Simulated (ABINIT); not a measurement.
Crystal: Sb.

```
Sb
1.0
     3.35453    0.00000    0.00000
    -1.67727    2.90511    0.00000
     0.00000    0.00000    5.47016
Sb
2
Direct
  0.66667 0.33333 0.75000
  0.33333 0.66667 0.25000
```

This isn't the form of Sb at room conditions, which is rhombohedral.

```yaml
Program: ABINIT 10.8.3 (patched build)
Task: relaxation of cell and atoms
Functional: PBE
Potentials_or_basis: JTH PAW PBE v2.0
Cutoff: 517 eV
k_mesh: 9 × 9 × 5
Occupations: fermi-dirac, width 0.05 eV
Spin: no spin polarisation
```

At the start: pressure 1.5 GPa; volume 26.65 Å³/atom.

Task: How do energy, volume and symmetry change on relaxing?

Result: Over 16 steps the energy falls by 4.2 meV/atom and the volume is 27.38 Å³/atom (+2.7 %); space group P6_3/mmc (No. 194, to 0.05 Å).

The path:
| step | energy change (eV) | largest force (eV/Å) | pressure (GPa) | volume (Å³) |
| --- | --- | --- | --- | --- |
| 1 | 0.0000 | 0.0000 | 1.48 | 53.31 |
| 2 | -0.0020 | 0.0000 | 1.19 | 53.55 |
| 3 | -0.0060 | 0.0000 | 0.01 | 54.60 |
| 4 | -0.0061 | 0.0000 | -0.02 | 54.63 |
| 5 | -0.0065 | 0.0000 | -0.22 | 54.82 |
| 6 | -0.0069 | 0.0000 | -0.50 | 55.09 |
| 7 | -0.0073 | 0.0000 | -0.36 | 54.96 |
| 8 | -0.0082 | 0.0000 | 0.13 | 54.57 |
| 9 | -0.0083 | 0.0000 | 0.09 | 54.62 |
| 10 | -0.0084 | 0.0000 | -0.01 | 54.73 |
| 11 | -0.0082 | 0.0000 | -0.05 | 54.86 |
| 12 | -0.0084 | 0.0000 | -0.02 | 54.77 |
| 13 | 0.0218 | 0.0000 | 2.28 | 52.78 |
| 14 | -0.0084 | 0.0000 | 0.05 | 54.70 |
| 15 | -0.0081 | 0.0000 | 0.32 | 54.47 |
| 16 | -0.0084 | 0.0000 | -0.02 | 54.76 |

Final structure:
```cif
data_structure
_symmetry_space_group_name_H-M 'P 1'
_symmetry_Int_Tables_number 1
_cell_length_a 3.4585
_cell_length_b 3.4585
_cell_length_c 5.2862
_cell_angle_alpha 90.000
_cell_angle_beta 90.000
_cell_angle_gamma 120.000
_cell_volume 54.76
loop_
_atom_site_label
_atom_site_type_symbol
_atom_site_fract_x
_atom_site_fract_y
_atom_site_fract_z
_atom_site_occupancy
Sb1 Sb 0.66667 0.33333 0.75000 1
Sb2 Sb 0.33333 0.66667 0.25000 1
```
